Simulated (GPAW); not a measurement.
**Sb: relaxation of cell and atoms with RPBE**

Crystal: Sb.

```xyz
1
Lattice="0.0000 2.3712 2.3712 2.3712 0.0000 2.3712 2.3712 2.3712 0.0000" Properties=species:S:1:pos:R:3 pbc="T T T"
Sb    0.0000    0.0000    0.0000
```

This isn't the form of Sb at room conditions, which is rhombohedral.

```
Program             : GPAW 26.7.0
Task                : relaxation of cell and atoms
Functional          : RPBE
Potentials or basis : the program's PAW data sets (release 1.2.1) made for this functional
Cutoff              : 600 eV
Basis               : pw
k mesh              : 8 × 8 × 8
Occupations         : fermi-dirac, width 0.05 eV
Spin                : no spin polarisation
Maxiter             : 150
Optimizer           : BFGS
Fmax                : 0.02 eV/Å
Max steps           : 60
```

```json
{
  "Relaxed volume": "28.13 Å³/atom",
  "Relaxed cell": "a = 3.414 Å, b = 3.414 Å, c = 3.414 Å, α = 60.00°, β = 60.00°, γ = 60.00°",
  "Space group after relaxing (to 0.05 Å)": "Fm-3m (No. 225)",
  "Energy gained by relaxing": "17.2 meV/atom",
  "Ionic steps": "3",
  "Pressure after relaxing": "0.1 GPa",
  "Band gap on the k mesh": "none (metal or under the smearing width)"
}
```

Step by step:
```
step  energy change (eV)  largest force (eV/Å)  pressure (GPa)  volume (Å³)
   1              0.0000                0.0000            3.56        26.67
   2             -0.0120                0.0000            1.82        27.35
   3             -0.0172                0.0000            0.10        28.13
```

Final structure:
```
Sb
1.0
     0.00000    2.41372    2.41372
     2.41372    0.00000    2.41372
     2.41372    2.41372    0.00000
Sb
1
Cartesian
  0.0000 0.0000 0.0000
```

Levels at points of the mesh, in eV from the Fermi level:
```csv
k point,band 4,band 5,band 6,band 7,band 8,band 9,band 10,band 11
"(0.00, 0.00, 0.00)",-29.25,-29.25,-12.47,5.12,5.12,5.12,10.35,10.37
"(0.50, 0.50, 0.00)",-29.21,-29.21,-7.42,-4.61,0.46,0.46,4.23,4.74
"(0.50, 0.50, 0.50)",-29.22,-29.22,-8.93,-5.46,3.53,3.53,8.15,9.40
```

Run time: 28 s on 1 thread of Arm Neoverse N1 (shared host), peak memory 0.16 GiB.

Caveat: later steps reuse the first step's grids. Spin-orbit coupling is left out, which matters for the levels of Sb.
